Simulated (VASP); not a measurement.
# Be: molecular dynamics at constant energy

Be, P6_3/mmc (no. 194), 16 atoms in the cell. PBE, molecular dynamics; PAW potentials Be (PBE set).

Ensemble: NVE; Starting temperature (K): 1000.

## Input

INCAR:
```
  GGA = PE
  PREC = Normal
  ENCUT = 250
  EDIFF = 1E-6
  NELMIN = 4
  NELM = 60
  ALGO = Fast
  LREAL = Auto
  LASPH = T
  ISMEAR = -1
  SIGMA = 0.05
  ISYM = 0
  LWAVE = F
  LCHARG = F
  IBRION = 0
  NSW = 60
  POTIM = 1.0
  TEBEG = 1000
  ISIF = 2
  RANDOM_SEED = 222478 0 0
  MDALGO = 1
  ANDERSEN_PROB = 0.0
  KPAR = 2
```

KPOINTS:
```
k-points
0
Gamma
  3 3 2
```

POSCAR:
```
Be
1.0
    4.5706000000      0.0000000000      0.0000000000
    0.0000000000      3.9582557106      0.0000000000
    0.0000000000      0.0000000000      7.1684000000
Be
16
Direct
    0.2500000000      0.1666666666      0.3750000000
    0.2500000000      0.1666666666      0.8750000000
    0.7500000000      0.1666666666      0.3750000000
    0.7500000000      0.1666666666      0.8750000000
    0.0000000000      0.6666666666      0.3750000000
    0.0000000000      0.6666666666      0.8750000000
    0.5000000000      0.6666666666      0.3750000000
    0.5000000000      0.6666666666      0.8750000000
    0.0000000000      0.3333333334      0.1250000000
    0.0000000000      0.3333333334      0.6250000000
    0.5000000000      0.3333333334      0.1250000000
    0.5000000000      0.3333333334      0.6250000000
    0.2500000000      0.8333333334      0.1250000000
    0.2500000000      0.8333333334      0.6250000000
    0.7500000000      0.8333333334      0.1250000000
    0.7500000000      0.8333333334      0.6250000000
```

Commands:
```
cat potpaw_PBE.64/Be/POTCAR > POTCAR
mpirun -np 2 vasp_std > vasp.out
```

## Result

- Rise of the mean potential energy above the start (meV/atom): 59.1
- Mean temperature (K): 513
- Standard error of the mean temperature (K): 87
- Relative fluctuation of the kinetic energy: 0.420
- Canonical value of that fluctuation: 0.211
- Electronic steps per ionic step after the first: 4.1

Course of the run:

| Time (fs) | Temperature (K) | Potential energy less the first (meV/atom) |
|---|---|---|
| 1 | 1000 | 0.0 |
| 6 | 800 | 24.3 |
| 10 | 469 | 64.5 |
| 15 | 165 | 101.3 |
| 19 | 160 | 101.9 |
| 24 | 336 | 80.6 |
| 28 | 457 | 65.8 |
| 33 | 523 | 57.9 |
| 37 | 560 | 53.4 |
| 42 | 639 | 43.9 |
| 46 | 693 | 37.2 |
| 51 | 650 | 42.4 |
| 55 | 504 | 60.2 |
| 60 | 310 | 83.7 |

The mean temperature lies below the starting 1000 K, since the atoms start on their sites and part of their kinetic energy turns into potential energy.

REPORT:
```
MDALGO =   1
         ANDERSEN_PROB =  0.00000000
               SCALING =       0
                 CNEXP =     9.000   14.000
           RANDOM_SEED =            222478                0                0

   original number of atomic DOF:         45
   number of independent constraints:      0
   number of active DOF:                  45

========================================
         MD step No.       1
========================================

  Atomic velocities initialized by STEP_tb

  >Energies
                    E_tot             E_pot             E_kin               EPS                ES
   e_b>   -0.58077916E+02   -0.60016572E+02    0.19386563E+01    0.00000000E+00    0.00000000E+00

  >Temperature
               T_sim     T_inst
   tmprt>   1000.000    999.868

  >Thermostat, num. of collisions:                0

           RANDOM_SEED =            222478              192                0

[... steps left out ...]

========================================
         MD step No.      60
========================================

  >Energies
                    E_tot             E_pot             E_kin               EPS                ES
   e_b>   -0.58075579E+02   -0.58677571E+02    0.60199215E+00    0.00000000E+00    0.00000000E+00

  >Temperature
               T_sim     T_inst
   tmprt>   1000.000    310.479

  >Thermostat, num. of collisions:                0

           RANDOM_SEED =            222478             5856                0
```

OSZICAR:
```
N       E                     dE             d eps       ncg     rms          rms(c)
DAV:   1    -0.124904307835E+01   -0.12490E+01   -0.77475E+03   500   0.605E+02
DAV:   2    -0.586555795921E+02   -0.57407E+02   -0.53331E+02   643   0.114E+02
DAV:   3    -0.604944566330E+02   -0.18389E+01   -0.18204E+01   662   0.197E+01
DAV:   4    -0.605053166030E+02   -0.10860E-01   -0.10847E-01   589   0.171E+00
DAV:   5    -0.605054357087E+02   -0.11911E-03   -0.11908E-03   661   0.133E-01    0.342E+00
RMM:   6    -0.601599270179E+02    0.34551E+00   -0.36477E-02   500   0.158E+00    0.209E+00
RMM:   7    -0.600165999811E+02    0.14333E+00   -0.49450E-02   500   0.161E+00    0.689E-02
RMM:   8    -0.600165528657E+02    0.47115E-04   -0.23624E-03   500   0.364E-01    0.271E-02
RMM:   9    -0.600165827330E+02   -0.29867E-04   -0.19535E-04   500   0.609E-02    0.674E-03
RMM:  10    -0.600165745262E+02    0.82068E-05   -0.19355E-05   448   0.204E-02    0.328E-03
RMM:  11    -0.600165713146E+02    0.32117E-05   -0.56101E-06   377   0.840E-03    0.733E-04
RMM:  12    -0.600165718851E+02   -0.57050E-06   -0.49754E-07   301   0.326E-03
[... left out ...]
     58 T=   375. E= -.58075963E+02 F= -.58802857E+02 E0= -.58800200E+02  EK= 0.72689E+00 SP= 0.00E+00 SK= 0.00E+00
     59 T=   339. E= -.58075745E+02 F= -.58733508E+02 E0= -.58730674E+02  EK= 0.65776E+00 SP= 0.00E+00 SK= 0.00E+00
[... last step whole ...]
       N       E                     dE             d eps       ncg     rms          rms(c)
DAV:   1    -0.586775559797E+02    0.55952E-01   -0.24305E-03   795   0.432E-01    0.280E-03
RMM:   2    -0.586775697633E+02   -0.13784E-04   -0.14380E-04   500   0.560E-02    0.130E-03
RMM:   3    -0.586775707354E+02   -0.97208E-06   -0.10603E-05   442   0.151E-02    0.777E-04
RMM:   4    -0.586775707808E+02   -0.45369E-07   -0.15341E-06   337   0.540E-03
     60 T=   310. E= -.58075579E+02 F= -.58677571E+02 E0= -.58674633E+02  EK= 0.60199E+00 SP= 0.00E+00 SK= 0.00E+00
```

Limits: 60 fs of 16 atoms are too short for converged averages; the cell is only 4.0 Å across, so each atom moves in step with near copies of itself.

VASP 6.6.1 took 209 s on 2 cores (Intel Xeon Platinum 8259CL @ 2.50GHz (Skylake/Cascade Lake)), a shared host.
